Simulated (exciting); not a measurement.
Input of an exciting (release sodium) run:

input.xml

```xml
<input>
  <title>Al</title>
  <structure speciespath="./" tshift="false">
    <crystal scale="1">
      <basevect>0.000000000000 3.826326905773 3.826326905773</basevect>
      <basevect>3.826326905773 0.000000000000 3.826326905773</basevect>
      <basevect>3.826326905773 3.826326905773 0.000000000000</basevect>
    </crystal>
    <species speciesfile="Al.xml" rmt="2">
      <atom coord="0.000000000000 0.000000000000 0.000000000000"/>
    </species>
  </structure>
  <groundstate do="fromscratch" ngridk="11 11 11" rgkmax="7.5" gmaxvr="14" lmaxapw="10" lmaxmat="10" lmaxvr="8" xctype="GGA_PBE" stype="Fermi Dirac" swidth="0.00183747" nempty="8" ValenceRelativity="iora*" epsengy="1e-05" epspot="1e-05" maxscl="60" tforce="true" outputlevel="normal"/>
</input>
```

Potentials or basis: all-electron LAPW+lo, shipped species files, valence relativity iora*.

The run is started by

```bash
$ OMP_NUM_THREADS=1 exciting_smp
```

Problem. Predict the band gap on the k mesh.

Solution. None (metal or under the smearing width).
